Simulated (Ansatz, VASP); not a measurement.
**Two plane-wave programs on BN**

```
B N
1.0
     0.00000    1.78994    1.78994
     1.78994    0.00000    1.78994
     1.78994    1.78994    0.00000
B N
1 1
Direct
  0.00000 0.00000 0.00000
  0.25000 0.25000 0.25000
```

Alike in both runs: functional LDA; k mesh 10 × 10 × 10; occupations gaussian, width 0.1 eV; no spin polarisation.

Ansatz relaxed the structure, and its values are those at the end. VASP's run is a single point on that final structure, the one shown.

```csv
,VASP,Ansatz
version,VASP 6.6.1,Ansatz 0.2.0
potentials or method,"VASP PAW LDA potentials, release 64 (B, N)","scalar-relativistic, plane waves, PAW"
plane-wave cutoff (eV),520,420
valence electrons in the cell,8,8
```

```csv
,VASP,Ansatz,Ansatz less VASP
gap on the k mesh at the Fermi level (eV),4.38,4.39,+0.011
least direct gap on the mesh (eV),8.82,8.83,+0.007
pressure (GPa),1.2,0.0,-1.27
```

Ansatz warned: «pseudo_functional_mismatch».

A k mesh can miss the band edges.
